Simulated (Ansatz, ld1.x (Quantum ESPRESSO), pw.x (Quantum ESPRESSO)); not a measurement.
# pw.x on fcc Re: one setting changed

Potential: ultrasoft, ld1.x (Quantum ESPRESSO) 7.5, PBE; core [Xe] 4f14, reference 5d5 6s2 6p0; waves: 6s (bound): rcut 2.75, rcutus 3.15 bohr; 6s channel at 0.55 Ry: rcut 2.75, rcutus 3.15 bohr; 6p (bound, empty): rcut 2.15, rcutus 2.90 bohr; 6p channel at 3.3 Ry: rcut 2.15, rcutus 2.90 bohr; 5d (bound): rcut 1.65, rcutus 2.20 bohr; 5d channel at 1.9 Ry: rcut 1.65, rcutus 2.20 bohr; local part: all-electron potential smoothed inside 1.85 bohr (lloc = -2); core correction: a·sin(br)/r model core, default radius (core density twice the valence density); augmentation: built from norm-conserving waves at rcut, not smoothed further.

The reference run (k-mesh 14³, cutoffs 45/600 Ry, Fermi–Dirac 0.01 Ry, mixing_beta 0.4, conv_thr 1e-9, no spin) gives 1.01 GPa at 14.996 Å³/atom, where all-electron LAPW gives 0.45 GPa. This run, with its own iteration cap, changes smearing to mv.

```
&control
  calculation='scf', prefix='x', pseudo_dir='./', outdir='./tmp', tstress=.true., disk_io='none'
/
&system
  ibrav=0, nat=1, ntyp=1, ecutwfc=45, ecutrho=600, nbnd=11,
  occupations='smearing', smearing='mv', degauss=0.01
/
&electrons
  conv_thr=1e-09, mixing_beta=0.4, electron_maxstep=70
/
ATOMIC_SPECIES
Re 1.0 Re.UPF
CELL_PARAMETERS angstrom
  0.00000000 1.95725981 1.95725981
  1.95725981 0.00000000 1.95725981
  1.95725981 1.95725981 0.00000000
ATOMIC_POSITIONS crystal
Re 0.0000 0.0000 0.0000
K_POINTS automatic
14 14 14 0 0 0
```

```bash
pw.x < Re.scf.in > Re.scf.out
```

**Question.** How does the run end?

**Answer.** It converges in 8 iterations; the free energy moves by +31.6 meV/atom and the pressure by -0.31 GPa. This scheme is built to cancel the term in the square of the width that Fermi–Dirac smearing leaves in the F of a metal.

```
Message from routine setup:
     using ibrav=0 with symmetry is DISCOURAGED, use correct ibrav instead
     lattice parameter (alat)  =       5.2307  a.u.
     unit-cell volume          =     101.1980 (a.u.)^3
     number of electrons       =         7.00
     number of Kohn-Sham states=           11
     kinetic-energy cutoff     =      45.0000  Ry
     charge density cutoff     =     600.0000  Ry
     scf convergence threshold =      1.0E-09
     Exchange-correlation= PBE
     number of k points=   104  Marzari-Vanderbilt smearing, width (Ry)=  0.0100
     iteration #  1     ecut=    45.00 Ry     beta= 0.40
     total energy              =     -34.59114324 Ry
     estimated scf accuracy    <       0.02913502 Ry
     iteration #  2     ecut=    45.00 Ry     beta= 0.40
     total energy              =     -34.59010000 Ry
     estimated scf accuracy    <       0.00557962 Ry
     iteration #  3     ecut=    45.00 Ry     beta= 0.40
     total energy              =     -34.59082449 Ry
     estimated scf accuracy    <       0.00012649 Ry
     iteration #  4     ecut=    45.00 Ry     beta= 0.40
     total energy              =     -34.59087209 Ry
     estimated scf accuracy    <       0.00002071 Ry
     iteration #  5     ecut=    45.00 Ry     beta= 0.40
     total energy              =     -34.59087747 Ry
     estimated scf accuracy    <       0.00000163 Ry
     iteration #  6     ecut=    45.00 Ry     beta= 0.40
     total energy              =     -34.59087789 Ry
     estimated scf accuracy    <       0.00000004 Ry
     iteration #  7     ecut=    45.00 Ry     beta= 0.40
     total energy              =     -34.59087793 Ry
     estimated scf accuracy    <          2.2E-09 Ry
     iteration #  8     ecut=    45.00 Ry     beta= 0.40
     the Fermi energy is    17.0979 ev
!    total energy              =     -34.59087793 Ry
     estimated scf accuracy    <          2.6E-10 Ry
     smearing contrib. (-TS)   =      -0.00018437 Ry
     The total energy is F=E-TS. E is the sum of the following terms:
     one-electron contribution =      14.45428221 Ry
     hartree contribution      =       0.44991714 Ry
     xc contribution           =     -19.12487737 Ry
     ewald contribution        =     -30.37001555 Ry
     convergence has been achieved in   8 iterations
          total   stress  (Ry/bohr**3)                   (kbar)     P=        7.07
     Message from routine punch:
     Nothing written, as per user request (disk_io='none')
```

The run took about 12 s on one core of a shared host (Neoverse-V1, 64 threads, 251 GiB, load 33).
